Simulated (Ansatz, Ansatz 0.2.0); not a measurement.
# Lattice constants of orthorhombic Ti₃Sn: LDA, PBEsol and BLYP all give a stronger distortion than the refined cell

## The measurement

The reference is a powder X-ray diffraction study of Ti₃Sn at 93 K, "A New Reversible Phase Transformation of Intermetallic Ti3Sn" (2019, PubMed Central 6695773). The three axes of the orthorhombic cell come from a Rietveld refinement of an arc-melted, ground and annealed powder. The transformation was incomplete: about 17 % of the hexagonal phase remained at 93 K, so the reflections of two closely related cells had to be separated in one pattern. The orthorhombic cell is a small distortion of the hexagonal parent, and in our view a and b are the axes most exposed to an error in that separation. The values carry few digits, and margins below the last one decide nothing.

| compared with | measured | source's wording or label | T (K) | method |
| --- | --- | --- | --- | --- |
| a (Å) | 5.87 | a of the orthorhombic cell | 93 | powder XRD, Rietveld refinement |
| b (Å) | 10.37 | b of the orthorhombic cell | 93 | powder XRD, Rietveld refinement |
| c (Å) | 4.76 | c of the orthorhombic cell | 93 | powder XRD, Rietveld refinement |

Conditions are those given with the value in the passage it was taken from; "not stated" means there, and the paper may say more elsewhere.

## Model and target

We want the cheapest level of theory that gives a, b and c each within 0.5 % of the measured values. The distortion sets this scale. In an undistorted hexagonal lattice described by orthorhombic axes, b/a would be √3, about 1.73; the measured ratio is 1.77, some 2 % larger. An error of 0.5 % per axis still lets us see whether the distortion has the right size, which a looser target would not.

The model is the perfect Cmcm crystal with 8 atoms in the primitive cell, without spin polarisation, with cell and atoms relaxed in that space group. The starting cell is itself a product of earlier theory. Its a is 2.3 % shorter and its b 1.2 % longer than measured, so it is more strongly distorted than the refined one; it serves only as a starting point. The relaxed cells are static, and thermal and zero-point expansion up to 93 K should add roughly 0.1 % to a length in a metal of this kind.

We begin with LDA at a low cutoff, settle the basis and the k mesh as far as the target requires, and then change the functional if the errors call for it.

Plain PBE is not among the levels examined in this study.

System: Ti3Sn, orthorhombic low-temperature phase; Cmcm (No. 63), 8 atoms in the primitive cell; the database structure is a structure relaxed by earlier theory, not a measurement: a = 5.733 Å, b = 10.497 Å, c = 4.741 Å; structure from the Materials Project.

## 1. LDA at two plane-wave cutoffs

LDA with a soft PAW set is the lightest sensible start. We run it at a reduced cutoff and at the default one, to learn whether the saving in basis is affordable at all. LDA usually makes metals too compact, by 1 to 2 % in length, so we expect axes that are too short on average; how the distortion comes out is the more open question.

**Run 1.** Ansatz 0.2.0: LDA, cell and atoms relaxed from the database structure, PAW set soft_2, cutoff 290 eV, 6x6x6 k mesh, Gaussian smearing 0.1 eV.

Key lines of the input:
```
crystal:
  # lattice and atoms
kpoints:
  mp_grid: { grid: [6, 6, 6] }
hamiltonian:
  xc: lda
scf:
  occupations: { method: gaussian, width: 0.1 }
output:
  forces: true
  stress: true
basis:
  ecutwfc: 290.0
relax:
  adjacent_minimum: "off"
  f_tol: 0.005
  max_steps: 60
  cell: { stress_tol: 0.03 }
```

Command:
```
ansatz run input.yaml --threads 8 --pin off --max-ram 16384MiB --backend cpu --events-out ev --progress --plain --runs-dir out
```

Selected lines of the output:
```
relax step  21: F+E_penalty+E_count = -26462.21841294 eV  [...]  max|allowed force component| = 1.635e-4 eV/Å  [...]  P = -0.006 GPa  Ω = 133.964 …
--- Relaxed structure (16 steps of the walk, 15 accepted, 5 SCFs on fresh bases) ---
```

Converged; 56 s on 8 cores of Arm Neoverse V1, shared host. Warnings: cutoff_below_recommended (in short: A typed cutoff is below a recommended value, from the records, the datasets' recipe or DFPT's needs, possibly lowering the density cutoff; compare with a higher-cutoff run).

**Run 2.** Ansatz 0.2.0: LDA, cell and atoms relaxed from the database structure, PAW set soft_2, cutoff 420 eV (default), 6x6x6 k mesh, Gaussian smearing 0.1 eV.

Key lines of the input, as changed from run 1:
```diff
- basis:
-   ecutwfc: 290.0
```

Selected lines of the output:
```
relax step   8: F+E_penalty+E_count = -26463.82000880 eV  [...]  max|allowed force component| = 5.928e-4 eV/Å  [...]  P = -0.015 GPa  Ω = 134.263 …
--- Relaxed structure (7 steps of the walk, 4 accepted, 1 SCFs on fresh bases) ---
```

Converged; 38 s on the same hardware.

| quantity | run 1 | run 2 | measured |
| --- | --- | --- | --- |
| a (Å) | 5.627 | 5.618 | 5.87 |
| b (Å) | 10.280 | 10.291 | 10.37 |
| c (Å) | 4.632 | 4.645 | 4.76 |
| conventional cell volume (Å³) | 267.93 | 268.53 |  |

At the default cutoff LDA makes all three axes too short, but very unevenly: a by 4.3 %, b by 0.8 % and c by 2.4 %. The general contraction is the usual LDA fault, though larger than we allowed for. The unevenness is a second matter. The relaxed b/a is 1.83, against 1.77 measured and about 1.73 for an undistorted hexagonal lattice, so the computed distortion is nearly three times the refined one. A functional that merely expanded the cell evenly would not bring a and b into agreement together.

The reduced cutoff shortens c by 0.3 % and moves a and b by less than 0.2 %. That is small beside the LDA errors but takes up a good part of a 0.5 % target, and the relaxation needed more steps and saved no time. The program also warns that this cutoff is below the recommended one. We drop it.

## 2. A higher cutoff and a denser mesh

Before changing the functional we test the default settings in both directions, one at a time. The mesh matters more here: a distortion of a metal can depend on states close to the Fermi level, and a coarse sampling could exaggerate it. We expect the higher cutoff to change the axes by 0.1 % or so, and have no firm expectation for the effect of the mesh on b/a.

**Run 3.** Ansatz 0.2.0: LDA, cell and atoms relaxed from the database structure, PAW set soft_2, cutoff 590 eV, 6x6x6 k mesh, Gaussian smearing 0.1 eV.

Key lines of the input, as changed from run 2:
```diff
+ basis:
+   ecutwfc: 590.0
```

Selected lines of the output:
```
Basis set: ecut = 590 eV, 4381 PW (Γ) [...]
relax step   8: F+E_penalty+E_count = -26463.82688319 eV  [...]  max|allowed force component| = 5.068e-4 eV/Å  [...]  P = -0.003 GPa  Ω = 134.233 …
```

Converged; 54 s on 8 cores of Arm Neoverse V2, shared host.

**Run 4.** Ansatz 0.2.0: LDA, cell and atoms relaxed from the database structure, PAW set soft_2, cutoff 420 eV (default), 8x8x10 k mesh, Gaussian smearing 0.1 eV.

Key lines of the input, as changed from run 2:
```diff
  kpoints:
-   mp_grid: { grid: [6, 6, 6] }
+   mp_grid: { grid: [8, 8, 10] }
```

Selected lines of the output:
```
Basis set: ecut = 420 eV, 2631 PW (Γ) [...]
k-points: 126 of 640
relax step   8: F+E_penalty+E_count = -26463.82316031 eV  [...]  max|allowed force component| = 3.960e-4 eV/Å  [...]  P = -0.016 GPa  Ω = 134.265 …
```

Converged; 82 s on the same hardware.

| quantity | run 3 | run 4 | measured |
| --- | --- | --- | --- |
| a (Å) | 5.617 | 5.620 | 5.87 |
| b (Å) | 10.290 | 10.288 | 10.37 |
| c (Å) | 4.644 | 4.644 | 4.76 |
| conventional cell volume (Å³) | 268.47 | 268.53 |  |

Neither change matters for the target. The higher cutoff and the denser mesh each move every axis by less than 0.05 %, and the strong distortion stays. For LDA with this PAW set, the short a axis therefore comes neither from the basis nor from the sampling. We keep the default cutoff and the 6×6×6 mesh, which is the cheaper of the two.

## 3. PBEsol in place of LDA

The next step is a gradient-corrected functional made for the lattice constants of solids, at little more expected cost per step than LDA. PBEsol usually lengthens the axes of a transition-metal compound by somewhat under 1 % relative to LDA. That could bring b within the target, but it would leave a and c too short unless the shape of the cell changes as well.

**Run 5.** Ansatz 0.2.0: PBEsol, cell and atoms relaxed from the database structure, PAW set soft_2, cutoff 420 eV (default), 6x6x6 k mesh, Gaussian smearing 0.1 eV.

Key lines of the input, as changed from run 2:
```diff
  hamiltonian:
-   xc: lda
+   xc: pbesol
```

Selected lines of the output:
```
relax step   7: F+E_penalty+E_count = -26745.76825107 eV  [...]  max|allowed force component| = 4.982e-4 eV/Å  [...]  P = +0.003 GPa  Ω = 138.679 …
--- Relaxed structure (6 steps of the walk, 4 accepted, 1 SCFs on fresh bases) ---
    - [2.8451265970497666, -5.194459705948187, 0.0]
```

Converged; 34 s on 8 cores of Arm Neoverse V1, shared host.

| quantity | run 5 | measured | deviation |
| --- | --- | --- | --- |
| a (Å) | 5.690 | 5.87 | −0.180 (−3.1 %) |
| b (Å) | 10.389 | 10.37 | +0.019 (+0.2 %) |
| c (Å) | 4.692 | 4.76 | −0.068 (−1.4 %) |
| conventional cell volume (Å³) | 277.36 |  |  |

PBEsol lengthens the axes by about 1 %, slightly more than we expected. This brings b within the target, but a remains 3.1 % and c 1.4 % too short. The agreement in b says little by itself, because the shape has hardly changed: b/a is still 1.83, as with LDA, against 1.77 measured. With that ratio a and b can't both be within 0.5 %, whatever the volume. The small expansion between a static cell and one at 93 K is far too little to matter here.

## 4. Other potentials for the same distortion

Both functionals give nearly the same distortion, and both were run with the same soft PAW set. Before we blame the functionals or question the refinement, the potentials need a check of their own. We repeat the LDA relaxation with norm-conserving PseudoDojo potentials, whose much higher cutoff should make it clearly dearer. If the PAW set is sound, the axes should agree with the earlier LDA ones to a few tenths of a per cent, and b/a should stay near 1.83.

**Run 6.** Ansatz 0.2.0: LDA, PseudoDojo norm-conserving pseudopotentials, cell and atoms relaxed from the database structure, cutoff 1143 eV (default), 6x6x6 k mesh, Gaussian smearing 0.1 eV.

Key lines of the input, as changed from run 2:
```diff
  hamiltonian:
+   pseudopotentials: { kind: nc, accuracy: standard }
```

Selected lines of the output:
```
Basis set: ecut = 1142.878222 eV, 11775 PW (Γ) [...]
relax step   8: F+E_penalty+E_count = -13968.70051562 eV  [...]  max|allowed force component| = 5.205e-4 eV/Å  [...]  P = -0.003 GPa  Ω = 134.361 …
    - [2.8094032208226127, -5.147651465186659, 0.0]
```

Converged; 2.3 min on 8 cores of Arm Neoverse V2, shared host.

| quantity | run 6 | measured | deviation |
| --- | --- | --- | --- |
| a (Å) | 5.619 | 5.87 | −0.251 (−4.3 %) |
| b (Å) | 10.295 | 10.37 | −0.075 (−0.7 %) |
| c (Å) | 4.645 | 4.76 | −0.115 (−2.4 %) |
| conventional cell volume (Å³) | 268.72 |  |  |

The norm-conserving potentials reproduce the LDA axes of the PAW set to within 0.05 %, and b/a is again 1.83. The soft PAW set is therefore not the source of the strong distortion in LDA. The starting cell from earlier theory has the same ratio, so the calculations agree among themselves on the shape and differ from the refinement together.

This gives weight to a doubt about the measured a and b. With part of the powder still hexagonal, overlapping reflections could pull the refined orthorhombic cell towards the parent. That is a conjecture which these runs can't test, and it would not by itself explain why c is also too short in both functionals.

## 5. BLYP as a contrasting functional

PBEsol leaves a and c too short, so we try a functional that errs the other way. BLYP usually makes metals too large, and its cost should be close to that of PBEsol. It is not a natural choice for an intermetallic compound, but it shows whether the distortion survives a quite different gradient correction. We expect a and c to come closer to the measured values and b to become too long, with b/a still near 1.83.

**Run 7.** Ansatz 0.2.0: BLYP, cell and atoms relaxed from the database structure, PAW set soft_2, cutoff 420 eV (default), 6x6x6 k mesh, Gaussian smearing 0.1 eV.

Key lines of the input, as changed from run 2:
```diff
  hamiltonian:
-   xc: lda
+   xc: blyp
```

Selected lines of the output:
```
relax step   8: F+E_penalty+E_count = -27118.11931205 eV  [...]  max|allowed force component| = 4.435e-4 eV/Å  [...]  P = +0.011 GPa  Ω = 149.278 …
--- Relaxed structure (7 steps of the walk, 6 accepted, 1 SCFs on fresh bases) ---
    - [2.918293471054847, -5.326983943984702, 0.0]
```

Converged; 36 s on the same hardware.

| quantity | run 7 | measured | deviation |
| --- | --- | --- | --- |
| a (Å) | 5.837 | 5.87 | −0.033 (−0.6 %) |
| b (Å) | 10.654 | 10.37 | +0.284 (+2.7 %) |
| c (Å) | 4.801 | 4.76 | +0.041 (+0.9 %) |
| conventional cell volume (Å³) | 298.56 |  |  |

The shape again survives the change of functional: b/a is 1.83, although BLYP gives a much larger cell than PBEsol. The a axis lies so close to the edge of the target that, with the few digits of the measured value, we leave it undecided. The c axis is 0.9 % too long and b 2.7 % too long, both clear misses. The near agreement in a comes from an oversized cell that offsets too strong a distortion, so it is no sign that BLYP describes the compound better.

The measured volume lies between those of PBEsol and BLYP. A functional of intermediate volume could therefore bring c into agreement, but with this b/a it would still leave a too short or b too long.

## 6. Dispersion added to both gradient-corrected functionals

Another cheap change is a pairwise dispersion correction, which adds almost nothing to the cost of a step. It is not an obvious need in a dense metal, but it acts on interatomic distances directly and could in principle alter the shape. We add it to BLYP, where a contraction would help b and c, and to PBEsol, where it should make the short a and c worse. In both cases we expect a smaller cell with b/a still well above the measured 1.77.

**Run 8.** Ansatz 0.2.0: BLYP+D3(BJ), cell and atoms relaxed from the database structure, PAW set soft_2, cutoff 420 eV (default), 6x6x6 k mesh, Gaussian smearing 0.1 eV.

Key lines of the input, as changed from run 7:
```diff
  hamiltonian:
+   dispersion: d3bj
```

Selected lines of the output:
```
relax step   8: F+E_penalty+E_count = -27129.36533711 eV  [...]  max|allowed force component| = 5.697e-4 eV/Å  [...]  P = -0.004 GPa  Ω = 133.157 …
--- Relaxed structure (7 steps of the walk, 4 accepted, 1 SCFs on fresh bases) ---
```

Converged; 37 s on the same hardware.

**Run 9.** Ansatz 0.2.0: PBEsol+D3(BJ), cell and atoms relaxed from the database structure, PAW set soft_2, cutoff 420 eV (default), 6x6x6 k mesh, Gaussian smearing 0.1 eV.

Key lines of the input, as changed from run 5:
```diff
  hamiltonian:
+   dispersion: d3bj
```

Selected lines of the output:
```
relax step   8: F+E_penalty+E_count = -26750.71045203 eV  [...]  max|allowed force component| = 5.110e-4 eV/Å  [...]  P = +0.007 GPa  Ω = 132.610 …
--- Relaxed structure (7 steps of the walk, 6 accepted, 1 SCFs on fresh bases) ---
```

Converged; 36 s on the same hardware.

| quantity | run 8 | run 9 | measured |
| --- | --- | --- | --- |
| a (Å) | 5.603 | 5.599 | 5.87 |
| b (Å) | 10.241 | 10.236 | 10.37 |
| c (Å) | 4.641 | 4.628 | 4.76 |
| conventional cell volume (Å³) | 266.31 | 265.22 |  |

The dispersion correction shrinks both cells far too much. It takes 11 % off the BLYP volume and 4 % off the PBEsol one, and all three axes now miss on the short side with either functional: a by about 4.5 %, b by a little over 1 % and c by 2.5 to 2.8 %. For BLYP we had hoped that a contraction would help b and c, but it overshoots both. For PBEsol it also costs the agreement in b. That a pairwise correction overbinds a dense metal is plausible from theory, since its coefficients don't include the screening by conduction electrons.

The shape is untouched: b/a is 1.83 in both cells, as it was without the correction. Dispersion of this form therefore doesn't account for the difference from the measured ratio.

## Collected results

| run | settings | a (Å) | b (Å) | c (Å) | mean abs. dev. (%) | cost |
| --- | --- | --- | --- | --- | --- | --- |
| 1 | LDA, cutoff 290 eV | 5.627 | 10.280 | 4.632 | 2.6 | 7.5 core-min |
| 2 | LDA, PAW set soft_2, cutoff 420 eV (default), 6x6x6 k mesh | 5.618 | 10.291 | 4.645 | 2.5 | 5.1 core-min |
| 3 | LDA, cutoff 590 eV | 5.617 | 10.290 | 4.644 | 2.5 | 7.2 core-min |
| 4 | LDA, 8x8x10 mesh | 5.620 | 10.288 | 4.644 | 2.5 | 11 core-min |
| 5 | PBEsol, PAW set soft_2, cutoff 420 eV (default), 6x6x6 k mesh | 5.690 | 10.389 | 4.692 | 1.6 | 4.5 core-min |
| 6 | LDA, PseudoDojo, cutoff 1143 eV | 5.619 | 10.295 | 4.645 | 2.5 | 18 core-min |
| 7 | BLYP, PAW set soft_2, cutoff 420 eV (default), 6x6x6 k mesh | 5.837 | 10.654 | 4.801 | 1.4 | 4.7 core-min |
| 8 | BLYP+D3(BJ), PAW set soft_2, cutoff 420 eV (default), 6x6x6 k mesh | 5.603 | 10.241 | 4.641 | 2.8 | 4.9 core-min |
| 9 | PBEsol+D3(BJ), PAW set soft_2, cutoff 420 eV (default), 6x6x6 k mesh | 5.599 | 10.236 | 4.628 | 2.9 | 4.8 core-min |
|  | measured | 5.87 | 10.37 | 4.76 |  |  |

## Outcome

None of the levels tried meets the target of 0.5 % on all three axes. PBEsol, the best-founded of them for a solid, puts b within 0.5 % but leaves a 3.1 % and c 1.4 % too short, at a cost of 4.5 core-minutes. BLYP has a slightly smaller mean deviation, but it misses b by 2.7 %, and its near agreement in a comes from an oversized cell.

Two errors are mixed here. One is size: LDA and PBEsol give too small a cell, BLYP too large a one. The other is shape: b/a is 1.83 in every run, against 1.77 measured, so a and b can't both be right at any volume. PBEsol's agreement in b is thus a cancellation between a small cell and a strong distortion.

Raising the cutoff, refining the mesh and changing the potentials each moved the LDA axes by 0.05 % at most; PBEsol had no such checks of its own. The reduced cutoff saved nothing, and the dispersion correction made the cells far too small.

The difference in shape remains open. Thermal motion at 93 K may already change the distortion relative to our static cell; neither the sign nor the size of this effect was tested here. The refinement may also have drawn a and b towards the hexagonal parent, since about 17 % of that phase was left in the powder; this is conjecture. Ordinary thermal expansion, roughly 0.1 % in length, is too small to matter. Plain PBE, which is not examined here, would be the natural next step for the volume, but it would have to change b/a as well to meet the target.

[Logs are printed without paths, hosts, clocks, repeated set-up lines and the standing remarks that a program may print on its own settings, such as how far it seeks lower states.]

[The runs shown are a pick from a larger set of finished runs; failed, doubtful and other runs were left out of it ahead of writing. So were measured values far from every level or from commonly accepted values, and agreement can look better than it is. Lines of input and output are excerpts and may be shortened.]

[Plain PBE was run on this system too; it isn't shown.]
